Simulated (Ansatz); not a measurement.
A run of Ansatz 0.2.0:

Contents of input.yaml:

```yaml
crystal:
  lattice:
    - [-1.757998, 1.729706, 1.731205]
    - [1.785042, -1.770222, 1.798765]
    - [1.735995, 1.748219, -1.771722]
  atoms:
    - { symbol: Li, position: [0.0, 0.0, 0.0] }
hamiltonian:
  xc: { exchange: rpw86, correlation: pbe }
  pseudopotentials: { kind: paw, partial_waves: polarizable }
kpoints:
  mp_grid: { grid: [8, 8, 8] }
scf:
  occupations: { method: gaussian, width: 0.05 }
  n_extra_bands: 6
output:
  forces: true
  stress: true
  eigenvalues: true
  dos: { projected: false, de: 0.05, nscf_kmesh: { grid: [12, 12, 12] } }
  write_density: true
  write_potential: true
  elf: true
  volumetric_format: npy
```

Potentials or basis: Ansatz PAW polarizable.

The run is started by

```sh
$ ansatz run input.yaml --threads 1 --pin off --max-ram 2560MiB --backend cpu --events-out ev --progress --plain --runs-dir out
```

Hardware: 1 thread of Arm Neoverse V2, with other jobs on the host.

Estimate the wall time of this run.

Run time: 4.9 s on 1 thread of Arm Neoverse V2 (shared host), peak memory 0.35 GiB. Counts: scf iterations 6, plane waves 415, k points 260, bands 8.
